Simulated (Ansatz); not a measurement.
CuAu under changes of volume

One of the cells (15.351 Å³/atom); the others are scaled copies at fixed shape and fractional positions:

```
CELL_PARAMETERS angstrom
1.44306 0.83315 4.25617
-1.44306 0.83315 4.25617
0.00000 -1.66630 4.25617
ATOMIC_POSITIONS crystal
Au 0.00000 0.00000 0.00000
Cu 0.50000 0.50000 0.50000
```

The cell comes from a database or a generator and needn't be the stable form of this composition.

| Item | Value |
| --- | --- |
| Program | Ansatz 0.2.0 |
| Functional | PBE0 |
| Potentials or basis | Ansatz PAW |
| Cutoff | 420 eV (not typed: the program's choice for these potentials) |
| k mesh | 6 × 6 × 6 |
| Occupations | fermi-dirac, width 0.05 eV |
| Spin | no spin polarisation |

| volume (Å³/atom) | energy over the lowest point (meV/atom) | pressure (GPa) |
| --- | --- | --- |
| 14.430 | ? | ? |
| 14.737 | 5.08 | 4.2 |
| 15.044 | 0.00 | 1.1 |
| 15.351 | 0.59 | -1.7 |
| 15.658 | 6.14 | -4.1 |
| 15.965 | 15.95 | -6.2 |
| 16.272 | 29.81 | -7.8 |

Task: What does the run at 14.430 Å³/atom give?

Result: Energy over the lowest point 16.65 meV/atom; pressure 7.8 GPa.

Worked out: A Birch-Murnaghan fit of order 3 (a polynomial in V^(-2/3)) to the other rows has its minimum at 15.16 Å³/atom with B0 = V·E''(V) = 137 GPa and B' = 5.0 at fixed shape and positions, which overstates the stiffness. It gives 16.43 meV/atom at 14.430 Å³/atom, against the run's 16.65, and -dE/dV = 7.7 GPa, against 7.8.

Energies are extrapolated to zero smearing.

Caveats: all runs use coarse meshes; the PAW data sets come from PBE, with cores solved anew for the run's functional, which leaves a small shift of forces and pressure; the thresholds are loose for stress.
